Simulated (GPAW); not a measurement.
# MnS (Fm-3m) in GPAW: further runs

One crystal, MnS, is run at these levels: PBE; tasks: single point.

All numbers are computed with GPAW 26.7.0; they aren't measurements. Logs are shortened: lines on timing, memory, paths and dates and some standing lists are left out, and cuts for length are marked. The log counts tension as positive stress, the text compression.

## 1. The crystal as given

It takes space group Fm-3m (No. 225, cubic). The conventional cell has a = 5.209 Å, b = 5.209 Å, c = 5.209 Å, α = 90.00°, β = 90.00°, γ = 90.00°. Around Mn (site symmetry m-3m) lie 6 S at 2.60 Å. S (site symmetry m-3m) is surrounded by 6 Mn at 2.60 Å.

## 2. Single point, PBE, collinear spin, ferromagnetic start

Contents of run.py:

```python
from ase.dft.bandgap import bandgap
from ase.io import read, write
from ase.units import GPa
from gpaw import GPAW, PW

atoms = read('MnS.xyz')
atoms.set_initial_magnetic_moments([4.0, 0.0])

calc = GPAW(mode=PW(600),
            xc='PBE',
            kpts={'size': (9, 9, 9), 'gamma': True},
            occupations={'name': 'methfessel-paxton', 'order': 0, 'width': 0.020999999999999998},
            nbands=21,
            convergence={'density': 1e-05, 'energy': 1e-05},
            maxiter=150,
            txt='gpaw.txt')
atoms.calc = calc
energy = atoms.get_potential_energy()
forces = atoms.get_forces()
stress = atoms.get_stress()
calc.write('gs.gpw')
write('result.traj', atoms)
print(f'Energy: {energy:.6f} eV')
print('Forces (eV/A):')
print(forces.round(4))
print('Stress (GPa):', (stress / GPa).round(3))
print('Moments:', calc.get_magnetic_moments().round(3))
print('Fermi level:', round(calc.get_fermi_level(), 4), 'eV')
print(f'Gap: {bandgap(calc)[0]:.4f} eV, direct: {bandgap(calc, direct=True)[0]:.4f} eV')
```

Contents of MnS.xyz:

```xyz
2
Lattice="0.0000000000 2.6045000000 2.6045000000 2.6045000000 0.0000000000 2.6045000000 2.6045000000 2.6045000000 0.0000000000" Properties=species:S:1:pos:R:3 pbc="T T T"
Mn     0.0000000000      0.0000000000      0.0000000000
S      2.6045000000      2.6045000000      2.6045000000
```

Potentials or basis: GPAW PAW data sets (gpaw-data 1.2.1), pw.

Command:

```sh
$ OMP_NUM_THREADS=1 python run.py
```

gpaw.txt:

```text
__  _  _
 | _ |_)|_||  |
 |__||  | ||/\| - 26.7.0

Input parameters:
  mode=PW(ecut=600.0),
  convergence={'density': 1e-05, 'energy': 1e-05},
  kpts=MonkhorstPack(size=(9, 9, 9), gamma=True),
  maxiter=150,
  nbands=21,
  occupations=Occupations(name='methfessel-paxton', order=0, width=0.020999999999999998),
  xc=XC(name='PBE')

Diagonalizing LCAO Hamiltonian
Converting LCAO to pw mode

               S

       Mn

Atoms  # Å, Bohr magnetons
|   | symbol |        x |        y |        z |    initial magnetic moments |
|---|--------|----------|----------|----------|-----------------------------|
| 0 |     Mn | 0.000000 | 0.000000 | 0.000000 | ( 0.0000,  0.0000,  4.0000) |
| 1 |      S | 2.604500 | 2.604500 | 2.604500 | ( 0.0000,  0.0000,  0.0000) |

Unit cell  # Å
| periodic |        x |        y |        z |  lengths |    angles |
|----------|----------|----------|----------|----------|-----------|
|      yes | 0.000000 | 2.604500 | 2.604500 | 3.683319 | 60.000000 |
|      yes | 2.604500 | 0.000000 | 2.604500 | 3.683319 | 60.000000 |
|      yes | 2.604500 | 2.604500 | 0.000000 | 3.683319 | 60.000000 |

Number of symmetries: 48
Symmetry operations  # r_c * U_cc + t_c -> r_c
|    | kind |            matrix            |
|----|------|------------------------------|
|  0 |  σ   |  1, 0, 0,  1, 0,-1,  1,-1, 0 |
|  1 |  C2  |  1, 0, 0,  1,-1, 0,  1, 0,-1 |
|  2 |  E   |  1, 0, 0,  0, 1, 0,  0, 0, 1 |
|  3 |  σ   |  1, 0, 0,  0, 0, 1,  0, 1, 0 |
|  4 |  C4  |  1, 0,-1,  1, 0, 0,  1,-1, 0 |
|  5 |  S6  |  1, 0,-1,  1,-1, 0,  1, 0, 0 |
|  6 |  σ   |  1, 0,-1,  0, 1,-1,  0, 0,-1 |
|  7 |  C3  |  1, 0,-1,  0, 0,-1,  0, 1,-1 |
|  8 |  S6  |  1,-1, 0,  1, 0, 0,  1, 0,-1 |
|  9 |  C4  |  1,-1, 0,  1, 0,-1,  1, 0, 0 |
| 10 |  C3  |  1,-1, 0,  0,-1, 1,  0,-1, 0 |
| 11 |  σ   |  1,-1, 0,  0,-1, 0,  0,-1, 1 |
| 12 |  σ   |  0, 1, 0,  1, 0, 0,  0, 0, 1 |
| 13 |  C4  |  0, 1, 0,  0, 1,-1, -1, 1, 0 |
| 14 |  C3  |  0, 1, 0,  0, 0, 1,  1, 0, 0 |
| 15 |  S6  |  0, 1, 0, -1, 1, 0,  0, 1,-1 |
| 16 |  C2  |  0, 1,-1,  1, 0,-1,  0, 0,-1 |
| 17 |  σ   |  0, 1,-1,  0, 1, 0, -1, 1, 0 |
| 18 |  S4  |  0, 1,-1,  0, 0,-1,  1, 0,-1 |
| 19 |  C4  |  0, 1,-1, -1, 1, 0,  0, 1, 0 |
| 20 |  C3  |  0, 0, 1,  1, 0, 0,  0, 1, 0 |
| 21 |  σ   |  0, 0, 1,  0, 1, 0,  1, 0, 0 |
| 22 |  S6  |  0, 0, 1,  0,-1, 1, -1, 0, 1 |
| 23 |  C4  |  0, 0, 1, -1, 0, 1,  0,-1, 1 |
| 24 |  S4  |  0, 0,-1,  1, 0,-1,  0, 1,-1 |
| 25 |  C3  |  0, 0,-1,  0, 1,-1,  1, 0,-1 |
| 26 |  C2  |  0, 0,-1,  0,-1, 0, -1, 0, 0 |
| 27 |  S6  |  0, 0,-1, -1, 0, 0,  0,-1, 0 |
| 28 |  S4  |  0,-1, 1,  1,-1, 0,  0,-1, 0 |
| 29 |  C4  |  0,-1, 1,  0, 0, 1, -1, 0, 1 |
| 30 |  C2  |  0,-1, 1,  0,-1, 0,  1,-1, 0 |
| 31 |  σ   |  0,-1, 1, -1, 0, 1,  0, 0, 1 |
| 32 |  C3  |  0,-1, 0,  1,-1, 0,  0,-1, 1 |
| 33 |  S6  |  0,-1, 0,  0, 0,-1, -1, 0, 0 |
| 34 |  S4  |  0,-1, 0,  0,-1, 1,  1,-1, 0 |
| 35 |  C2  |  0,-1, 0, -1, 0, 0,  0, 0,-1 |
| 36 |  C2  | -1, 1, 0,  0, 1, 0,  0, 1,-1 |
| 37 |  S6  | -1, 1, 0,  0, 1,-1,  0, 1, 0 |
[... 108 lines left out ...]

eigensolver:
  PPCG
  Converge bands: occupied
  niter=2

density mixing:
  MSR1-Mixer
  Pratt-step length: 0.05
  Maximum mixing coefficient: 0.75
  Old densities: 10
  SVD Regularization: 0.005
  Good broyden scale: 1.0
  Trust region scale: 1.0
  Backstep threshold: 4.0
  History deletion threshold: 6.0
  Fourier metric: weight=20.0, sigma=0.015

occupation numbers:
  Methfessel-Paxton:
    width: 0.0210  # eV
    order: 0

poisson solver:
  ecut: 4800.0  # eV

xc functional:
  name: PBE with 2 nearest neighbor stencil

convergence criteria:
- Maximum integral of absolute [dens]ity change: 1e-05 electrons / valence electron
- Maximum [total energy] change in last 3 cyles: 1e-05 eV / valence electron
- Maximum integral of absolute [eigenst]ate change: 4e-08 eV^2 / valence electron
maximum number of iterations: 150

SCF iterations
|iter     | |      energy | eigst |  dens |  magmom |
|---------|-|-------------|-------|-------|---------|
|iter:   1| |  -14.621770 | +0.02 |       |  +4.0039|
|iter:   2| |  -14.616179 | -2.04 | -1.13 |  +4.0312|
|iter:   3| |  -14.657446 | -2.39 | -1.16 |  +4.4234|
|iter:   4| |  -14.675950 | -2.57 | -1.65 |  +4.5442|
|iter:   5| |  -14.654908 | -3.04 | -1.73 |  +4.5932|
|iter:   6| |  -14.656935 | -4.02 | -2.25 |  +4.6682|
|iter:   7| |  -14.657067 | -5.07 | -2.73 |  +4.6929|
|iter:   8| |  -14.657081c| -5.64 | -3.05 |  +4.7064|
|iter:   9| |  -14.657081c| -7.06 | -3.86 |  +4.7053|
|iter:  10| |  -14.657082c| -7.88c| -4.39 |  +4.7057|
|iter:  11| |  -14.657082c| -8.74c| -5.19c|  +4.7057|

Converged in 11 steps
Energy contributions relative to reference atoms: (reference = -42371.707970)

Energy contributions:
  Kinetic:          14.880771
  Coulomb:         -12.616873
  Zero:              0.210508
  External:          0.000000
  Xc:              -17.131324
  Entropy:          -0.000328
  Spinorbit:         0.000000
  ----------------------------
  Free energy:     -14.657246
  Extrapolated:    -14.657082

dipole moment: (-11.465614, -11.465614, -11.465614)  # |e|*Ang

Total magnetic moment: (0.000000, 0.000000, 4.705732)

Local magnetic moments
|        x |        y |        z |
|----------|----------|----------|
| 0.000000 | 0.000000 | 4.157858 |  # Mn   0
| 0.000000 | 0.000000 | 0.108445 |  # S    1

Fermi level: 7.078
Eigenvalues  # (at kpt = [0.000, 0.000, 0.000])
| band index |      eig [eV] | occ [0-1] |      eig [eV] | occ [0-1] |
|------------|---------------|-----------|---------------|-----------|
|          0 |       -74.785 |     1.000 |       -70.146 |     1.000 |
|        ... |               |           |               |           |
|          3 |       -43.578 |     1.000 |       -39.039 |     1.000 |
|          4 |        -7.569 |     1.000 |        -7.274 |     1.000 |
|          5 |         3.691 |     1.000 |         5.346 |     1.000 |
|          6 |         3.691 |     1.000 |         5.346 |     1.000 |
|          7 |         3.691 |     1.000 |         5.346 |     1.000 |
|          8 |         3.800 |     1.000 |         7.374 |     0.000 |
|          9 |         3.800 |     1.000 |         7.374 |     0.000 |
|         10 |         5.138 |     1.000 |         7.374 |     0.000 |
|         11 |         5.138 |     1.000 |         7.409 |     0.000 |
|         12 |         5.138 |     1.000 |         7.409 |     0.000 |
|         13 |         8.701 |     0.000 |         9.763 |     0.000 |
|         14 |        15.599 |     0.000 |        16.661 |     0.000 |
|         15 |        15.599 |     0.000 |        16.661 |     0.000 |
|         16 |        15.599 |     0.000 |        16.661 |     0.000 |
|         17 |        17.639 |     0.000 |        17.853 |     0.000 |
|        ... |               |           |               |           |
|         20 |        19.134 |     0.000 |        20.881 |     0.000 |

No gap
No difference between direct/indirect transitions

Forces  # eV/Ang
|       x |        y |        z |
|---------|----------|----------|
| 0.00000 |  0.00000 | -0.00000 |  # Mn   0
| 0.00000 | -0.00000 | -0.00000 |  # S    1

Stress tensor  # eV/Ang^3
|        x |        y |        z |
|----------|----------|----------|
| 0.017841 | 0.000000 | 0.000000 |
| 0.000000 | 0.017841 | 0.000000 |
| 0.000000 | 0.000000 | 0.017841 |

# Writing to gs.gpw (mode='')
```

It took 44 s on 1 thread of Arm Neoverse V1, shared host; peak memory 0.18 GiB.

Results:

```yaml
Free_energy: -14.6572 eV
Pressure: -2.9 GPa
Band_gap_on_the_k_mesh: none (metal or under the smearing width)
Net_moment: 4.71 μB per cell
Site_moments: Mn +4.16; S +0.11 μB
```

Caveat: a cell with one magnetic atom can't hold antiferromagnetic order, which such compounds often take; semilocal functionals often make such compounds metallic where correlation or magnetic order opens a gap, which also shifts bond lengths. With open d or f shells a metallic result of PBE can be an artefact of self-interaction; +U or a hybrid may open a gap.

## 3. Single point, PBE, collinear spin, ferromagnetic start

run.py, as its differences from that of step 2:

```diff
@@ -1,3 +1,4 @@
+from ase import Atoms
 from ase.dft.bandgap import bandgap
-from ase.io import read, write
+from ase.io import write
 from ase.units import GPa
@@ -5,3 +6,9 @@
 
-atoms = read('MnS.xyz')
+atoms = Atoms(['Mn', 'S'],
+              cell=[[0.0, 2.6045, 2.6045],
+                    [2.6045, 0.0, 2.6045],
+                    [2.6045, 2.6045, 0.0]],
+              scaled_positions=[[0.0, 0.0, 0.0],
+                                [0.5, 0.5, 0.5]],
+              pbc=True)
 atoms.set_initial_magnetic_moments([4.0, 0.0])
@@ -11,3 +18,3 @@
             kpts={'size': (9, 9, 9), 'gamma': True},
-            occupations={'name': 'methfessel-paxton', 'order': 0, 'width': 0.020999999999999998},
+            occupations={'name': 'methfessel-paxton', 'order': 0, 'width': 0.022},
             nbands=21,
```

Potentials or basis: GPAW PAW data sets (gpaw-data 1.2.1), pw.

Command:

```sh
$ OMP_NUM_THREADS=1 python run.py
```

gpaw.txt:

```text
__  _  _
 | _ |_)|_||  |
 |__||  | ||/\| - 26.7.0

Input parameters:
  mode=PW(ecut=600.0),
  convergence={'density': 1e-05, 'energy': 1e-05},
  kpts=MonkhorstPack(size=(9, 9, 9), gamma=True),
  maxiter=150,
  nbands=21,
  occupations=Occupations(name='methfessel-paxton', order=0, width=0.022),
  xc=XC(name='PBE')

Diagonalizing LCAO Hamiltonian
Converting LCAO to pw mode

               S

       Mn

Atoms  # Å, Bohr magnetons
|   | symbol |        x |        y |        z |    initial magnetic moments |
|---|--------|----------|----------|----------|-----------------------------|
| 0 |     Mn | 0.000000 | 0.000000 | 0.000000 | ( 0.0000,  0.0000,  4.0000) |
| 1 |      S | 2.604500 | 2.604500 | 2.604500 | ( 0.0000,  0.0000,  0.0000) |

Unit cell  # Å
| periodic |        x |        y |        z |  lengths |    angles |
|----------|----------|----------|----------|----------|-----------|
|      yes | 0.000000 | 2.604500 | 2.604500 | 3.683319 | 60.000000 |
|      yes | 2.604500 | 0.000000 | 2.604500 | 3.683319 | 60.000000 |
|      yes | 2.604500 | 2.604500 | 0.000000 | 3.683319 | 60.000000 |

Number of symmetries: 48
Symmetry operations  # r_c * U_cc + t_c -> r_c
|    | kind |            matrix            |
|----|------|------------------------------|
|  0 |  σ   |  1, 0, 0,  1, 0,-1,  1,-1, 0 |
|  1 |  C2  |  1, 0, 0,  1,-1, 0,  1, 0,-1 |
|  2 |  E   |  1, 0, 0,  0, 1, 0,  0, 0, 1 |
|  3 |  σ   |  1, 0, 0,  0, 0, 1,  0, 1, 0 |
|  4 |  C4  |  1, 0,-1,  1, 0, 0,  1,-1, 0 |
[... 199 lines left out ...]
  Xc:              -17.129851
  Entropy:          -0.000354
  Spinorbit:         0.000000
  ----------------------------
  Free energy:     -14.657262
  Extrapolated:    -14.657085

dipole moment: (-11.465616, -11.465616, -11.465616)  # |e|*Ang

Total magnetic moment: (0.000000, 0.000000, 4.705059)

Local magnetic moments
|        x |        y |        z |
|----------|----------|----------|
| 0.000000 | 0.000000 | 4.157525 |  # Mn   0
| 0.000000 | 0.000000 | 0.108282 |  # S    1

Fermi level: 7.078
Eigenvalues  # (at kpt = [0.000, 0.000, 0.000])
| band index |      eig [eV] | occ [0-1] |      eig [eV] | occ [0-1] |
|------------|---------------|-----------|---------------|-----------|
|          0 |       -74.784 |     1.000 |       -70.146 |     1.000 |
|        ... |               |           |               |           |
|          3 |       -43.577 |     1.000 |       -39.039 |     1.000 |
|          4 |        -7.569 |     1.000 |        -7.274 |     1.000 |
|          5 |         3.691 |     1.000 |         5.346 |     1.000 |
|          6 |         3.691 |     1.000 |         5.346 |     1.000 |
|          7 |         3.691 |     1.000 |         5.346 |     1.000 |
|          8 |         3.800 |     1.000 |         7.374 |     0.000 |
|          9 |         3.800 |     1.000 |         7.374 |     0.000 |
|         10 |         5.138 |     1.000 |         7.374 |     0.000 |
|         11 |         5.138 |     1.000 |         7.409 |     0.000 |
|         12 |         5.138 |     1.000 |         7.409 |     0.000 |
|         13 |         8.701 |     0.000 |         9.763 |     0.000 |
|         14 |        15.599 |     0.000 |        16.661 |     0.000 |
|         15 |        15.599 |     0.000 |        16.661 |     0.000 |
|         16 |        15.599 |     0.000 |        16.661 |     0.000 |
|         17 |        17.639 |     0.000 |        17.852 |     0.000 |
|        ... |               |           |               |           |
|         20 |        19.134 |     0.000 |        20.881 |     0.000 |

No gap
No difference between direct/indirect transitions

Forces  # eV/Ang
|        x |       y |        z |
|----------|---------|----------|
|  0.00000 | 0.00000 | -0.00000 |  # Mn   0
| -0.00000 | 0.00000 | -0.00000 |  # S    1

Stress tensor  # eV/Ang^3
|        x |        y |        z |
|----------|----------|----------|
| 0.017887 | 0.000000 | 0.000000 |
| 0.000000 | 0.017887 | 0.000000 |
| 0.000000 | 0.000000 | 0.017887 |

# Writing to gs.gpw (mode='')
```

Run time: 44 s. Hardware: 1 thread of Arm Neoverse V1, shared host; peak memory 0.18 GiB.

What came out:

```
Free energy            : -14.6573 eV
Pressure               : -2.9 GPa
Band gap on the k mesh : none (metal or under the smearing width)
Net moment             : 4.71 μB per cell
Site moments           : Mn +4.16; S +0.11 μB
```

Levels at points of the mesh, in eV from the Fermi level:
Spin up:
```tsv
k point	band 11	band 12	band 13	band 14	band 15	band 16
(0.00, 0.00, 0.00)	-1.94	-1.94	-1.94	1.62	8.52	8.52
```
Spin down:
```csv
k point,band 4,band 5,band 6,band 7,band 8,band 9,band 10,band 11,band 12,band 13
"(0.00, 0.00, 0.00)",-46.12,-14.35,-1.73,-1.73,-1.73,0.30,0.30,0.30,0.33,0.33
```

Caveat: a cell with one magnetic atom can't hold antiferromagnetic order, which such compounds often take; semilocal functionals often make such compounds metallic where correlation or magnetic order opens a gap, which also shifts bond lengths.

## 4. Single point, PBE, collinear spin, ferromagnetic start

run.py, as its differences from that of step 3:

```diff
@@ -1,4 +1,3 @@
-from ase import Atoms
 from ase.dft.bandgap import bandgap
-from ase.io import write
+from ase.io import read, write
 from ase.units import GPa
@@ -6,9 +5,3 @@
 
-atoms = Atoms(['Mn', 'S'],
-              cell=[[0.0, 2.6045, 2.6045],
-                    [2.6045, 0.0, 2.6045],
-                    [2.6045, 2.6045, 0.0]],
-              scaled_positions=[[0.0, 0.0, 0.0],
-                                [0.5, 0.5, 0.5]],
-              pbc=True)
+atoms = read('MnS.xyz')
 atoms.set_initial_magnetic_moments([4.0, 0.0])
@@ -18,3 +11,3 @@
             kpts={'size': (9, 9, 9), 'gamma': True},
-            occupations={'name': 'methfessel-paxton', 'order': 0, 'width': 0.022},
+            occupations={'name': 'methfessel-paxton', 'order': 0, 'width': 0.023},
             nbands=21,
```

MnS.xyz is that of step 2.

Command:

```sh
$ OMP_NUM_THREADS=1 python run.py
```

Run time: 43 s. Hardware: 1 thread of Arm Neoverse V1, shared host; peak memory 0.18 GiB.

It converged, with:

```yaml
Free_energy: -14.6573 eV
Pressure: -2.9 GPa
Band_gap_on_the_k_mesh: none (metal or under the smearing width)
Net_moment: 4.70 μB per cell
Site_moments: Mn +4.16; S +0.11 μB
```

Levels at points of the mesh, in eV from the Fermi level:
Spin up:
```
           k point  band 11  band 12  band 13  band 14  band 15  band 16
(0.00, 0.00, 0.00)    -1.94    -1.94    -1.94     1.62     8.52     8.52
```
Spin down:
```tsv
k point	band 5	band 6	band 7	band 8	band 9	band 10	band 11	band 12
(0.00, 0.00, 0.00)	-14.35	-1.73	-1.73	-1.73	0.30	0.30	0.30	0.33
```

Caveat: a cell with one magnetic atom can't hold antiferromagnetic order, which such compounds often take; semilocal functionals often make such compounds metallic where correlation or magnetic order opens a gap, which also shifts bond lengths. With open d or f shells a metallic result of PBE can be an artefact of self-interaction; +U or a hybrid may open a gap.

## 5. The runs side by side

```tsv
smearing	gap on the mesh (eV)	pressure (GPa)	moment (μB)
gaussian 0.021 eV	none	-2.9	4.71
gaussian 0.022 eV	none	-2.9	4.71
gaussian 0.023 eV	none	-2.9	4.70
```

Alike in all rows: task single point; level PBE; potentials or basis GPAW PAW data sets (gpaw-data 1.2.1), pw; spin collinear, ferromagnetic start; cell as given; k mesh 9 × 9 × 9; cutoff (eV) 600.

Every run on the cell as given and a fine mesh finds a metal.

Caveats: a cell with one magnetic atom can't hold antiferromagnetic order, which such compounds often take; semilocal functionals often make such compounds metallic where correlation or magnetic order opens a gap, which also shifts bond lengths.

Total energies depend on the potentials used, so only differences within one code and one set of settings carry meaning.
